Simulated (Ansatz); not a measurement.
# Al: the cost of one run

Program: Ansatz 0.2.0. Level of theory: DFT PBE, scalar-relativistic, plane waves, PAW. These are calculated values, not measurements.

1 further run of the same task is left out (set aside as unsound or not needed). Runs told in other sessions of the task aren't counted.

## 1. The system as given

The structure is cubic, space group Im-3m (No. 229). Conventional cell: a = 3.235 Å, b = 3.235 Å, c = 3.235 Å, α = 90.00°, β = 90.00°, γ = 90.00°. Around Al (site symmetry m-3m) lie 8 Al at 2.80 Å.

As a file:

```cif
data_structure
_symmetry_space_group_name_H-M 'P 1'
_symmetry_Int_Tables_number 1
_cell_length_a 2.8015
_cell_length_b 2.8015
_cell_length_c 2.8015
_cell_angle_alpha 109.471
_cell_angle_beta 109.471
_cell_angle_gamma 109.471
_cell_volume 16.93
loop_
_atom_site_label
_atom_site_type_symbol
_atom_site_fract_x
_atom_site_fract_y
_atom_site_fract_z
_atom_site_occupancy
Al1 Al 0.00000 0.00000 0.00000 1
```

It goes back to an entry of the Materials Project, which need not be the stable form.

It is the result of an earlier relaxation at this level (volume 16.93 Å³/atom; gap on the mesh: none (metal)).

## 2. The scan

Gamma surface: rigid slide across a plane, one fault a cell; the plane is (0 1 1) of the conventional cell.

The axes are (1) slide along a1: 10 values from 0.0 to 0.9, periodic; (2) slide along a2: 10 values from 0.0 to 0.9, periodic.

Nothing else is relaxed (rigid halves, spacing across the cut fixed). Energies count from the perfect crystal. Points are written as (first, second).

The two vectors of the plane (Å): (-1.617, 1.617, -1.617); (-1.617, -1.617, 1.617).

## 3. Point (0/10, 4/10) of the map's two axes

Contents of input.yaml:

```yaml
crystal:
  lattice:
    - [-1.6174623135, 1.6174623135, -1.6174623135]
    - [-1.6174623135, -1.6174623135, 1.6174623135]
    - [-0.6469849254, 5.8228643288, 7.1168341796]
  atoms:
    - { symbol: Al, position: [0.0, -0.35, 0.875] }
    - { symbol: Al, position: [0.5, 0.45, 0.125] }
    - { symbol: Al, position: [0.0, -0.15, 0.375] }
    - { symbol: Al, position: [0.5, 0.25, 0.625] }
basis:
  ecutwfc: 420
kpoints:
  mp_grid: { grid: [16, 16, 5] }
hamiltonian:
  xc: pbe
  pseudopotentials: { kind: paw, azcp: { folder: soft_1 } }
scf:
  occupations: { method: gaussian, width: 0.15 }
output:
  forces: true
  stress: true
  eigenvalues: true
  write_density: true
  write_potential: true
  elf: true
  volumetric_format: npy
```

The run is started by

```sh
$ ansatz run input.yaml --threads 2 --pin off --max-ram 4096MiB --backend cpu --events-out ev --progress --plain --runs-dir out
```

**Question.** How long does this run take on 2 threads of Arm Neoverse N1, shared host, and how much memory does it need?

About 42 s, with a peak of 0.81 GiB.
